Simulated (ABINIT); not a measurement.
A run of ABINIT 10.8.3 (patched build):

run.abi

```
# Datasets: ground state, then fixed potential
ndtset 2

# Pseudopotentials
pp_dirpath "./"
pseudos "Ta.hgh"

# Structure
acell 3*1.0 Angstrom
rprim
    -1.6512800000     1.6512800000     1.6512800000
     1.6512800000    -1.6512800000     1.6512800000
     1.6512800000     1.6512800000    -1.6512800000
ntypat 1
znucl 73
natom 1
typat 1
xred
     0.0000000000     0.0000000000     0.0000000000

# Plane-wave basis
ecut 16.0

# Exchange and correlation
ixc 7

# Bands and occupations
occopt 3
tsmear 0.05 eV

# Spin
nspinor 2
nspden 1
so_psp 1*1

# SCF cycle
nstep 100

# Output
iomode 3
prtwf 0
prteig 0
prtebands 0
prtden1 1

# Dataset 1
kptopt1 1
ngkpt1 11 11 11
nshiftk1 1
shiftk1 0.0 0.0 0.0
nband1 14
tolvrs1 1.0e-10

# Dataset 2: bands along G-H-N-G-P-H
iscf2 -2
getden2 1
nband2 22
nbdbuf2 2
tolwfr2 1.0e-12
kptopt2 -5
ndivsm2 8
prteig2 1
kptbounds2
     0.0000000000     0.0000000000     0.0000000000
     0.5000000000    -0.5000000000     0.5000000000
     0.0000000000     0.0000000000     0.5000000000
     0.0000000000     0.0000000000     0.0000000000
     0.2500000000     0.2500000000     0.2500000000
     0.5000000000    -0.5000000000     0.5000000000
```

Potentials or basis: HGH LDA.

Run with:

```console
$ abinit run.abi > log 2>&1
```

Hardware: 1 thread of AMD EPYC 7R43 64-Core Processor (Zen 3), on a shared host.

Question: Estimate the wall time of this run.

Answer: It took 22 s on 1 thread of AMD EPYC 7R43 64-Core Processor (Zen 3), with other jobs on the host, peak memory 0.11 GiB. Counts: scf iterations 6, mpi ranks 1, k points 56, bands 14, plane waves 379.
